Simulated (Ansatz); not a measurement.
A series in volume scale on AlN

Periodic Kohn-Sham DFT of a crystal at fixed atoms, scaled to volume_scale times the given cell; pressure positive in compression, energy less spherical unpolarised free atoms, largest_vzz the field gradient of largest size among the nuclei. The results are calculated, by Ansatz 0.2.0.

The cell before it is scaled or strained (space group P6_3mc, No. 186):
```
AlN
1.0
      3.1110     0.0000     0.0000
     -1.5555     2.6942     0.0000
      0.0000     0.0000     4.9780
Al N
2 2
Direct
  0.33333 0.66667 0.00000
  0.66667 0.33333 0.50000
  0.33333 0.66667 0.38500
  0.66667 0.33333 0.88500
```

Settings of every row: method all-electron PAW; functional PBE; relativity scalar; k mesh 11x11x6; filling fermi-dirac; smearing width 0.02 eV; nucleus gaussian.

Atom start moment: 0 on all atoms.

| row | volume scale | V (Å³/atom) | largest V_zz (1e21 V/m^2) | pressure (GPa) |
| --- | --- | --- | --- | --- |
| 1 | 0.94 | 9.805 | 0.903 | 18.486 |
| 2 | 0.96 | 10.014 | ? | ? |
| 3 | 0.98 | 10.222 | 0.863 | 8.332 |
| 4 | 0.99 | 10.327 | 0.854 | 6.087 |
| 5 | 1 | 10.431 | 0.844 | 3.948 |
| 6 | 1.01 | 10.535 | 0.835 | 1.911 |
| 7 | 1.02 | 10.64 | 0.826 | -0.03 |
| 8 | 1.04 | 10.848 | 0.809 | -3.641 |
| 9 | 1.06 | 11.057 | 0.792 | -6.919 |

Question: what largest V_zz and pressure should row 2 give?

Worked fit of largest V_zz. Take t = volume scale − 1. The shown rows have t = -0.06, -0.02, -0.01, 0, 0.01, 0.02, 0.04, 0.06. Least squares give largest V_zz = 0.8442 − 0.924 × t + 0.92 × t² 1e21 V/m^2; a straight line predicts inner rows, each left out in turn, worse (root mean square 0.0011 against 0.00031 1e21 V/m^2). All shown rows lie on it to the printed digit. The withheld row has t = -0.04, so the fit gives 0.8442 − 0.924 × (-0.04) + 0.92 × (-0.04)² = 0.883 1e21 V/m^2.

The calculation gave 0.883 1e21 V/m^2. The fit meets it to the printed digit.

Worked fit of pressure. Take u = (V_r/V)^(2/3) − 1 with V_r = 10.483 Å³ an atom, which is twice the finite (Eulerian) strain; such expansions in the strain, on which the Birch-Murnaghan equation of state is built, carry the rest volume and the bulk modulus. The shown rows have u = 0.04558, 0.01695, 0.01005, 0.00332, -0.00329, -0.00986, -0.02256, -0.03492. Least squares give pressure = 2.9179 + 307.558 × u + 744.21 × u² GPa; a straight line predicts inner rows, each left out in turn, worse (root mean square 0.38 against 0.0095 GPa). The rows lie off it by 0.003, -0.013, 0.003, 0.001, -0.003, 0.012, 0.001, -0.004 (root mean square 0.0067 GPa). The pressure vanishes at u = -0.0097, or V = 10.64 Å³ an atom, and there the bulk modulus at fixed shape and fractions is B = −V dP/dV = (2/3)(1 + u) dP/du = 193 GPa. Letting shape and atoms relax would as a rule lower it, by much in layered, chain or molecular crystals. The withheld row has u = 0.03098, so the fit gives 2.9179 + 307.558 × (0.03098) + 744.21 × (0.03098)² = 13.160 GPa.

The calculation gave 13.162 GPa. The fit lies 0.002 GPa (0.0079 % of the column's range) below it; its largest miss of a shown row is 0.013 GPa.
